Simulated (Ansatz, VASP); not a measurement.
**LiF: VASP beside Ansatz**

File INCAR:

```
SYSTEM = LiF
PREC = Accurate ; ENCUT = 520
EDIFF = 1E-6 ; ISMEAR = 0
SIGMA = 0.05 ; LREAL = .False.
LASPH = .True. ; NELM = 100
ALGO = Normal ; ISIF = 2
LWAVE = .False. ; LCHARG = .False.
GGA = CA ; NBANDS = 18
```

The input KPOINTS:

```
Automatic mesh
0
Gamma
  9 9 6
  0 0 0
```

File POSCAR:

```
LiF
1.0
    3.0609398175      0.0000000000      0.0000000000
   -1.5304699087      2.6508516414      0.0000000000
    0.0000000000      0.0000000000      4.8073245700
Li F
2 2
Direct
    0.3333333333      0.6666666667      0.3811542600
    0.6666666667      0.3333333333      0.8811542600
    0.3333333333      0.6666666667      0.9938437400
    0.6666666667      0.3333333333      0.4938437400
```

Input for Ansatz:

```yaml
crystal:
  lattice:
    - [3.0609398175, 0.0, 0.0]
    - [-1.5304699087, 2.6508516414, 0.0]
    - [0.0, 0.0, 4.80732457]
  atoms:
    - { symbol: Li, position: [0.3333333333, 0.6666666667, 0.38115426] }
    - { symbol: Li, position: [0.6666666667, 0.3333333333, 0.88115426] }
    - { symbol: F, position: [0.3333333333, 0.6666666667, 0.99384374] }
    - { symbol: F, position: [0.6666666667, 0.3333333333, 0.49384374] }
basis:
  ecutwfc: 420
kpoints:
  mp_grid: { grid: [9, 9, 6] }
hamiltonian:
  xc: lda
scf:
  occupations: { method: gaussian, width: 0.05 }
output:
  forces: true
  stress: true
  eigenvalues: true
```

Measurements of this composition are mostly on another form, of space group No. 225.

Alike in both runs: task single point; functional LDA; k mesh 9 × 9 × 6; occupations gaussian, width 0.05 eV; no spin polarisation.

```csv
,VASP,Ansatz
version,VASP 6.6.1,Ansatz 0.2.0
potentials or method,"VASP PAW LDA potentials, release 64 (Li_sv, F)","scalar-relativistic, plane waves, PAW"
plane-wave cutoff (eV),520,420
valence electrons in the cell,20,20
```

Ansatz gave:

```
gap on the k mesh at the Fermi level (eV) : 7.60
least direct gap on the mesh (eV)         : 7.60
rms of the force components (eV/Å)        : 0.006
```

Q: What did VASP give for the same quantities?

A: gap on the k mesh at the Fermi level (eV): 7.59; least direct gap on the mesh (eV): 7.59; rms of the force components (eV/Å): 0.005.

Atom by atom the forces differ by 0.001 eV/Å (rms over components).

Caveats: an odd mesh through Γ misses points on the zone boundary, where band edges often lie.
